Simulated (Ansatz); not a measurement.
Runs of Ansatz 0.2.0 on SbPt. It takes space group P6_3/mmc (No. 194, hexagonal). Conventional cell: a = 4.120 Å, b = 4.120 Å, c = 5.470 Å, α = 90.00°, β = 90.00°, γ = 120.00°. Pt (site symmetry -3m) is surrounded by 2 Pt at 2.73 Å and 6 Sb at 2.74 Å. Sb (site symmetry -6m2) is surrounded by 6 Pt at 2.74 Å. 

```tsv
level	U	hubbard projectors	double counting	gap on the mesh (eV)	pressure (GPa)
PBEsol+U	Pt d U = 4 eV	ortho-atomic (the default)	fll (the default)	none	4.0
PBEsol+U	Pt d U = 5 eV	ortho-atomic (the default)	fll (the default)	none	4.2
PBEsol+U	Pt d U = 2 eV	ortho-atomic (the default)	fll (the default)	none	(b)
PBEsol	-	-	-	none	3.6
PBEsol+U	Pt d U = 8 eV	ortho-atomic (the default)	fll (the default)	none	5.3
PBEsol+U	Pt d U = 1 eV	ortho-atomic (the default)	fll (the default)	none	3.6
PBEsol+U	Pt d U = 3 eV	ortho-atomic (the default)	fll (the default)	none	(a)
PBEsol+U	Pt d U = 6 eV	ortho-atomic (the default)	fll (the default)	none	4.6
```

Alike in all rows: task projected density of states; potentials or basis Ansatz PAW; no spin polarisation; cell as given; k mesh 8 × 8 × 5; cutoff (eV) 420; smearing fermi-dirac 0.05 eV.

**Question.** Estimate the missing entries.

**Answer.** (a) 3.8; (b) 3.7.

Caveats: the PAW data sets come from PBE, with cores solved anew for the run's functional, which leaves a small shift of forces and pressure; the density of states is complete only up to the lowest level of the last band computed; U without spin polarisation on a metal has little footing (some runs); the U is typed as a test and isn't derived for this compound (some runs).

A k mesh can miss the band edges, and the runs leave out spin-orbit coupling on Pt, Sb.

A gap of «none» marks a metal or a gap under the smearing width.
